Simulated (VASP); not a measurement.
# PbF2 (Fluorocronite) (Fm-3m) in VASP: notebook

One crystal, PbF2 (Fluorocronite), is run at these levels: LDA; tasks: relaxation of cell and atoms.

Program: VASP 6.6.1. These are calculated values, not measurements. Logs are shortened: lines on timing, memory, paths and dates and some standing lists are left out, and cuts for length are marked.

### 1 Starting point

The structure is cubic, space group Fm-3m (No. 225). Conventional cell: a = 5.927 Å, b = 5.927 Å, c = 5.927 Å, α = 90.00°, β = 90.00°, γ = 90.00°. Pb (site symmetry m-3m) has 8 F at 2.57 Å as nearest neighbours. Around F (site symmetry -43m) lie 4 Pb at 2.57 Å.

### 2 Relaxation of cell and atoms, LDA

Contents of INCAR:

```
  ALGO = Normal
  EDIFF = 1E-6
  EDIFFG = -0.01
  ENCUT = 600
  IBRION = 2
  ISIF = 3
  ISMEAR = 0
  KPAR = 2
  LASPH = True
  LCHARG = False
  LREAL = False
  LWAVE = False
  NELM = 80
  NSW = 90
  PREC = Accurate
  SIGMA = 0.03
```

Contents of KPOINTS:

```
k-points
0
Gamma
  8 8 8
```

Contents of POSCAR:

```
PbF2
1.0
    0.0000000000      2.9636600000      2.9636600000
    2.9636600000      0.0000000000      2.9636600000
    2.9636600000      2.9636600000      0.0000000000
Pb F
1 2
Direct
    0.0000000000      0.0000000000      0.0000000000
    0.2500000000      0.2500000000      0.2500000000
    0.7500000000      0.7500000000      0.7500000000
```

Potentials or basis: VASP PAW LDA potentials, release 64 (Pb_d, F).

The run is started by

```console
$ cat potpaw_LDA.64/Pb_d/POTCAR potpaw_LDA.64/F/POTCAR > POTCAR
$ mpirun -np 2 vasp_std > vasp.out
```

OUTCAR:

```text
EDIFF = 1E-6
   EDIFFG = -0.01
   ENCUT = 600
   IBRION = 2
   ISIF = 3
   ISMEAR = 0
   LASPH = True
   LREAL = False
   NELM = 80
   NSW = 90
   PREC = Accurate

 ion  position               nearest neighbor table
   1  0.000  0.000  0.000-   3 2.57   3 2.57   3 2.57   2 2.57   2 2.57   2 2.57   3 2.57   2 2.57

   2  0.250  0.250  0.250-   1 2.57   1 2.57   1 2.57   1 2.57
   3  0.750  0.750  0.750-   1 2.57   1 2.57   1 2.57   1 2.57

  LATTYP: Found a face centered cubic cell.
 ALAT       =     5.9273200000

  Lattice vectors:

 A1 = (   0.0000000000,   2.9636600000,   2.9636600000)
 A2 = (   2.9636600000,   0.0000000000,   2.9636600000)
 A3 = (   2.9636600000,   2.9636600000,   0.0000000000)

Analysis of symmetry for initial positions (statically):
=====================================================================
 Subroutine PRICEL returns:
 Original cell was already a primitive cell.

 Routine SETGRP: Setting up the symmetry group for a
 face centered cubic supercell.

 Subroutine GETGRP returns: Found 48 space group operations
 (whereof 48 operations were pure point group operations)
 out of a pool of 48 trial point group operations.

The static configuration has the point symmetry O_h .

Analysis of symmetry for dynamics (positions and initial velocities):
=====================================================================
 Subroutine PRICEL returns:
 Original cell was already a primitive cell.

 Routine SETGRP: Setting up the symmetry group for a
 face centered cubic supercell.

 Subroutine GETGRP returns: Found 48 space group operations
 (whereof 48 operations were pure point group operations)
 out of a pool of 48 trial point group operations.

The dynamic configuration has the point symmetry O_h .

 Subroutine INISYM returns: Found 48 space group operations
 (whereof 48 operations are pure point group operations),
 and found     1 'primitive' translations

----------------------------------------------------------------------------------------

                                     Primitive cell

  volume of cell :      52.0613

  direct lattice vectors                    reciprocal lattice vectors
     0.000000000  2.963660000  2.963660000    -0.168710311  0.168710311  0.168710311
     2.963660000  0.000000000  2.963660000     0.168710311 -0.168710311  0.168710311
     2.963660000  2.963660000  0.000000000     0.168710311  0.168710311 -0.168710311

  length of vectors
     4.191248166  4.191248166  4.191248166     0.292214830  0.292214830  0.292214830

  position of ions in fractional coordinates (direct lattice)
     0.000000000  0.000000000  0.000000000
     0.250000000  0.250000000  0.250000000
     0.750000000  0.750000000  0.750000000

  ion indices of the primitive-cell ions
   primitive index   ion index
                 1           1
                 2           2
                 3           3

----------------------------------------------------------------------------------------

 KPOINTS: k-points

Automatic generation of k-mesh.
 Grid dimensions read from file:
 generate k-points for:    8    8    8

 Generating k-lattice:

  Cartesian coordinates                     Fractional coordinates (reciprocal lattice)
    -0.021088789  0.021088789  0.021088789     0.125000000  0.000000000  0.000000000
     0.021088789 -0.021088789  0.021088789     0.000000000  0.125000000  0.000000000
     0.021088789  0.021088789 -0.021088789     0.000000000  0.000000000  0.125000000

  Length of vectors
     0.036526854  0.036526854  0.036526854

  Shift w.r.t. Gamma in fractional coordinates (k-lattice)
     0.000000000  0.000000000  0.000000000

 Subroutine IBZKPT returns following result:
 ===========================================

 Found     29 irreducible k-points:

 Following reciprocal coordinates:
            Coordinates               Weight
  0.000000  0.000000  0.000000      1.000000
  0.125000  0.000000  0.000000      8.000000
  0.250000  0.000000  0.000000      8.000000
  0.375000  0.000000  0.000000      8.000000
  0.500000  0.000000  0.000000      4.000000
  0.125000  0.125000  0.000000      6.000000
[... 16 lines left out ...]
  0.500000  0.250000  0.125000     48.000000
 -0.375000  0.250000  0.125000     24.000000
 [... further k-points ...]
   k-points           NKPTS =     29   k-points in BZ     NKDIM =     29   number of bands    NBANDS=     18
   number of dos      NEDOS =    301   number of ions     NIONS =      3
   total plane-waves  NPLWV =  46656
   dimension x,y,z NGX =    36 NGY =   36 NGZ =   36
   dimension x,y,z NGXF=    72 NGYF=   72 NGZF=   72
   ions per type =               1   2
   NGX,Y,Z   is equivalent  to a cutoff of  14.28, 14.28, 14.28 a.u.
   NGXF,Y,Z  is equivalent  to a cutoff of  28.56, 28.56, 28.56 a.u.
 SYSTEM =  unknown system
   PREC   = accura    normal or accurate (medium, high low for compatibility)
   ISTART =      0    job   : 0-new  1-cont  2-samecut
   ICHARG =      2    charge: 1-file 2-atom 10-const
   ISPIN  =      1    spin polarized calculation?
   LNONCOLLINEAR =      F non collinear calculations
   LSORBIT =      F    spin-orbit coupling
   LASPH  =      T    aspherical Exc in radial PAW
   ENCUT  =  600.0 eV  44.10 Ry    6.64 a.u.   8.37  8.37  8.37*2*pi/ulx,y,z
   NELM   =     80;   NELMIN=  2; NELMDL= -5     # of ELM steps
   EDIFF  = 0.1E-05   stopping-criterion for ELM
   LREAL  =      F    real-space projection
   EDIFFG = -.1E-01   stopping-criterion for IOM
   NSW    =     90    number of steps for IOM
   IBRION =      2    ionic relax: 0-MD 1-quasi-New 2-CG
   NFREE  =      1    steps in history (QN), initial steepest desc. (CG)
   ISIF   =      3    stress and relaxation
   ISYM   =      2    0-nonsym 1-usesym 2-fastsym
   POTIM  = 0.5000    time-step for ionic-motion
   TEBEG  =    0.0;   TEEND  =   0.0 temperature during run
   PSTRESS=    0.0 pullay stress
   NELECT =      28.0000    total number of electrons
   NUPDOWN=      -1.0000    fix difference up-down
   EMIN   =  10.00;   EMAX   =-10.00  energy-range for DOS
   EFERMI =   0.00;   METHOD = LEGACY
   ISMEAR =     0;   SIGMA  =   0.03  broadening in eV -4-tet -1-fermi 0-gaus
   EFERMI_NEDOS =   21; number of points for ismear=-14 and -15
   IALGO  =     38    algorithm
   IMIX   =      4    mixing-type and parameters
     AMIX     =   0.40;   BMIX     =  1.00
     AMIX_MAG =   1.60;   BMIX_MAG =  1.00
  volume/ion in A,a.u.               =      17.35       117.11
  Fermi-wavevector in a.u.,A,eV,Ry     =   1.331340  2.515869 24.115883  1.772467
  Thomas-Fermi vector in A             =   2.460359
   LORBIT       =      0    0 simple, 1 ext, 2 COOP (PROOUT), +10 PAW based schemes
   GGA     = CA    functional components
   LHFCALC =     F    Hartree Fock is set to
   AEXX    =    0.0000 exact exchange contribution
   IVDW    =     0    specifies the selected vdW correction
   LEPSILON=     F    determine dielectric tensor
   LRPA    =     F    only Hartree local field effects (RPA)
 conjugate gradient relaxation of ions
 non-spin polarized calculation
 Gauss-broadening in eV      SIGMA  =   0.03
  energy-cutoff  :      600.00
  volume of cell :       52.06
 maximum number of plane-waves:      1807
 NGX is ok and might be reduce to    36
   NGX = 17   NGY = 17   NGZ = 17

--------------------------------------- Ionic step        1  -------------------------------------------

 number of electron      28.0000008 magnetization

 Free energy of the ion-electron system (eV)
  ---------------------------------------------------
  ext. energy  EPLUGINS =         0.00000000
  ---------------------------------------------------
  free energy    TOTEN  =       -15.91896002 eV

  energy without entropy =      -15.91896002  energy(sigma->0) =      -15.91896002

 E-fermi :   1.6583     XC(G=0): -10.0648

 val. band max:        1.5033499146   @ k =  -0.2500   0.5000   0.2500
 cond. band min:       5.7253883855   @ k =   0.5000   0.5000   0.0000
 fundamental gap:      4.2220384709
 Fermi energy:         1.6582829202

 k-point     1 :       0.0000    0.0000    0.0000
  band No.  band energies     occupation
      1     -19.2036      2.00000
      2     -18.5326      2.00000
      3     -12.8329      2.00000
      4     -12.8329      2.00000
      5     -12.8329      2.00000
      6     -12.7601      2.00000
[... 10 lines left out ...]
     17       8.0766      0.00000
     18      11.7631      0.00000

 k-point     2 :       0.1250    0.0000    0.0000
  band No.  band energies     occupation
      1     -19.1711      2.00000
      2     -18.5625      2.00000
      3     -12.8262      2.00000
      4     -12.8262      2.00000
      5     -12.7979      2.00000
      6     -12.7601      2.00000
[... 10 lines left out ...]
     17       8.2089      0.00000
     18      12.6887      0.00000
[... 512 lines left out ...]
 VOLUME and BASIS-vectors are now :
 -----------------------------------------------------------------------------
  energy-cutoff  :      600.00
  volume of cell :       48.40
      direct lattice vectors                 reciprocal lattice vectors
     0.000000000  2.892581419  2.892581419    -0.172855981  0.172855981  0.172855981
     2.892581419  0.000000000  2.892581419     0.172855981 -0.172855981  0.172855981
     2.892581419  2.892581419  0.000000000     0.172855981  0.172855981 -0.172855981

 POSITION                                       TOTAL-FORCE (eV/Angst)
 -----------------------------------------------------------------------------------
      2.89258      2.89258      0.00000         0.000000     -0.000000      0.000000
      1.44629      1.44629      1.44629         0.000000      0.000000     -0.000000
      4.33887      4.33887      4.33887        -0.000000     -0.000000      0.000000
 -----------------------------------------------------------------------------------
    total drift:                                0.000000      0.000000      0.000000

  FREE ENERGIE OF THE ION-ELECTRON SYSTEM (eV)
  ---------------------------------------------------
  free  energy   TOTEN  =       -15.9625928426 eV

  energy  without entropy=      -15.9625928426  energy(sigma->0) =      -15.96259284

--------------------------------------- Ionic step        3  -------------------------------------------

 number of electron      28.0000002 magnetization

 Free energy of the ion-electron system (eV)
  ---------------------------------------------------
  ext. energy  EPLUGINS =         0.00000000
  ---------------------------------------------------
  free energy    TOTEN  =       -15.96486624 eV

  energy without entropy =      -15.96486624  energy(sigma->0) =      -15.96486624

 E-fermi :   2.4582     XC(G=0): -10.3677

 val. band max:        2.2853570990   @ k =  -0.2500   0.5000   0.2500
 cond. band min:       6.4883107011   @ k =   0.5000   0.5000   0.0000
 fundamental gap:      4.2029536021
 Fermi energy:         2.4581638753

 k-point     1 :       0.0000    0.0000    0.0000
  band No.  band energies     occupation
      1     -18.9509      2.00000
      2     -18.1572      2.00000
      3     -12.1571      2.00000
      4     -12.1571      2.00000
      5     -12.1571      2.00000
      6     -12.0516      2.00000
[... 10 lines left out ...]
     17       8.8920      0.00000
     18      12.6694      0.00000

 k-point     2 :       0.1250    0.0000    0.0000
  band No.  band energies     occupation
      1     -18.9124      2.00000
      2     -18.1932      2.00000
      3     -12.1483      2.00000
      4     -12.1483      2.00000
      5     -12.1121      2.00000
      6     -12.0518      2.00000
[... 10 lines left out ...]
     17       9.0427      0.00000
     18      13.6549      0.00000
[... 475 lines left out ...]
 VOLUME and BASIS-vectors are now :
 -----------------------------------------------------------------------------
  energy-cutoff  :      600.00
  volume of cell :       49.02
      direct lattice vectors                 reciprocal lattice vectors
     0.000000000  2.904833282  2.904833282    -0.172126918  0.172126918  0.172126918
     2.904833282  0.000000000  2.904833282     0.172126918 -0.172126918  0.172126918
     2.904833282  2.904833282  0.000000000     0.172126918  0.172126918 -0.172126918

 POSITION                                       TOTAL-FORCE (eV/Angst)
 -----------------------------------------------------------------------------------
      0.00000      0.00000      0.00000        -0.000000     -0.000000      0.000000
      1.45242      1.45242      1.45242        -0.000000     -0.000000     -0.000000
      4.35725      4.35725      4.35725         0.000000      0.000000      0.000000
 -----------------------------------------------------------------------------------
    total drift:                                0.000000      0.000000      0.000000

  FREE ENERGIE OF THE ION-ELECTRON SYSTEM (eV)
  ---------------------------------------------------
  free  energy   TOTEN  =       -15.9648662402 eV

  energy  without entropy=      -15.9648662402  energy(sigma->0) =      -15.96486624

 reached required accuracy - stopping structural energy minimisation
```

It took 36 s on 2 MPI ranks of AMD EPYC 9R14 (Zen 4), shared host; peak memory 0.16 GiB.

Results:

* Free energy: -15.9649 eV
* Relaxed volume: 16.34 Å³/atom
* Relaxed cell: a = 4.108 Å, b = 4.108 Å, c = 4.108 Å, α = 60.00°, β = 60.00°, γ = 60.00°
* Space group after relaxing (to 0.05 Å): Fm-3m (No. 225)
* Energy gained by relaxing: 15.3 meV/atom
* Ionic steps: 3
* Pressure after relaxing: 0.0 GPa
* Band gap on the k mesh: 4.20 eV, indirect (least direct gap 4.37 eV)

Step by step:
```tsv
step	energy change (eV)	largest force (eV/Å)	pressure (GPa)	volume (Å³)
1	0.0000	0.0000	-4.59	52.06
2	-0.0436	0.0000	1.14	48.40
3	-0.0459	0.0000	0.01	49.02
```

Final structure:
```cif
data_structure
_symmetry_space_group_name_H-M 'P 1'
_symmetry_Int_Tables_number 1
_cell_length_a 4.1081
_cell_length_b 4.1081
_cell_length_c 4.1081
_cell_angle_alpha 60.000
_cell_angle_beta 60.000
_cell_angle_gamma 60.000
_cell_volume 49.02
loop_
_atom_site_label
_atom_site_type_symbol
_atom_site_fract_x
_atom_site_fract_y
_atom_site_fract_z
_atom_site_occupancy
Pb1 Pb 0.00000 0.00000 0.00000 1
F1 F 0.25000 0.25000 0.25000 1
F2 F 0.75000 0.75000 0.75000 1
```

Caveat: spin-orbit coupling is left out, which as a rule narrows the gap of such compounds by several tenths of an eV. Zero-point motion and thermal expansion aren't in these numbers.

### 3 Relaxation of cell and atoms, LDA

This run uses another cell than the first one, of 16.34 Å³/atom, 0.942 times its volume.

Changes to INCAR since step 2:

```diff
@@ -1,4 +1,4 @@
   ALGO = Normal
-  EDIFF = 1E-6
-  EDIFFG = -0.01
+  EDIFF = 1E-7
+  EDIFFG = -0.005
   ENCUT = 600
```

KPOINTS is that of step 2.

Contents of POSCAR:

```
PbF2                                    
1.0
    0.0000000000      2.9048332822      2.9048332822
    2.9048332822      0.0000000000      2.9048332822
    2.9048332822      2.9048332822      0.0000000000
  Pb              F             
     1     2
Direct
     0.0000000000000000    0.0000000000000000    0.0000000000000000
     0.2500000000000000    0.2500000000000000    0.2500000000000000
     0.7500000000000000    0.7500000000000000    0.7500000000000000
```

Potentials or basis: VASP PAW LDA potentials, release 64 (Pb_d, F).

The run is started by

```console
$ cat potpaw_LDA.64/Pb_d/POTCAR potpaw_LDA.64/F/POTCAR > POTCAR
$ mpirun -np 2 vasp_std > vasp.out
```

Run time: 22 s. Hardware: 2 MPI ranks of AMD EPYC 9R14 (Zen 4), shared host; peak memory 0.16 GiB.

It converged, with:

- Free energy: -15.9581 eV
- Relaxed volume: 16.36 Å³/atom
- Relaxed cell: a = 4.109 Å, b = 4.109 Å, c = 4.109 Å, α = 60.00°, β = 60.00°, γ = 60.00°
- Space group after relaxing (to 0.05 Å): Fm-3m (No. 225)
- Energy gained by relaxing: 0.0 meV/atom
- Ionic steps: 2
- Pressure after relaxing: 0.0 GPa
- Band gap on the k mesh: 4.20 eV, indirect (least direct gap 4.37 eV)

Final structure:
```yaml
crystal:
  lattice:
    - [0.00000, 2.90573, 2.90573]
    - [2.90573, 0.00000, 2.90573]
    - [2.90573, 2.90573, 0.00000]
  atoms:
    - { symbol: Pb, position: [0.00000, 0.00000, 0.00000] }
    - { symbol: F, position: [0.25000, 0.25000, 0.25000] }
    - { symbol: F, position: [0.75000, 0.75000, 0.75000] }
```

Levels at points of the mesh, in eV from the valence-band top:
```
           k point  band 10  band 11  band 12  band 13  band 14  band 15  band 16  band 17  band 18
(0.00, 0.00, 0.00)    -2.91    -2.91    -2.39    -2.39    -2.39     6.61     6.61     6.61    10.38
(0.50, 0.00, 0.00)    -3.18    -3.18    -2.56    -2.56    -0.06     4.79     7.67     7.67    12.90
(0.50, 0.50, 0.00)    -4.16    -1.93    -1.91    -1.91    -0.17     4.20     7.94     7.94     8.38
```

Caveat: spin-orbit coupling is left out, which as a rule narrows the gap of such compounds by several tenths of an eV. A hybrid or GW would open this gap; LDA tends to underestimate it.
